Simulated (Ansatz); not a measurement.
**Be₂C: electron density at the nuclei under pressure**

```
CELL_PARAMETERS angstrom
0.00000 2.16500 2.16500
2.16500 0.00000 2.16500
2.16500 2.16500 0.00000
ATOMIC_POSITIONS crystal
Be 0.25000 0.25000 0.25000
Be 0.75000 0.75000 0.75000
C 0.00000 0.00000 0.00000
```

Atoms are numbered in the order listed.

The cell comes from COD entry 9009053, which wasn't checked; take it as a given geometry.

All numbers below come from Ansatz 0.2.0, DFT, LDA, all-electron PAW with datasets made for the crystal, scalar-relativistic.

Numerical set-up: a Γ-centred 14×14×14 k mesh, Fermi–Dirac smearing of 0.08 eV, cutoff 340 eV (chosen by the program for this cell), no spin polarisation.

The contact density is the mean electron density over the nuclear volume; its changes follow the s electrons' response to bonding and compression. Changes below are taken from the unscaled cell, where it is 232.27 e/Å³ at Be1, 849.502 e/Å³ at C3.

Volumes at which the program chose other datasets or cutoffs are left out.

| V/V(cell) | P (GPa) | Δρ(0) Be1 (e/Å³) | Δρ(0) C3 (e/Å³) |
| --- | --- | --- | --- |
| 0.9800 | -4.9 | 0.03 | -0.04 |
| 0.9900 | -6.9 | 0.01 | -0.02 |
| 1.0000 | -8.8 | 0.00 | 0.00 |
| 1.0100 | -10.6 | -0.01 | 0.02 |
| 1.0200 | -12.3 | -0.03 | 0.04 |
| 1.0400 | -15.6 | -0.05 | ? |

Task: Give the missing entry: row "1.0400", column "Δρ(0) C3 (e/Å³)".

Result: 0.09.

The datasets are made afresh for each cell, so very small changes are uncertain.
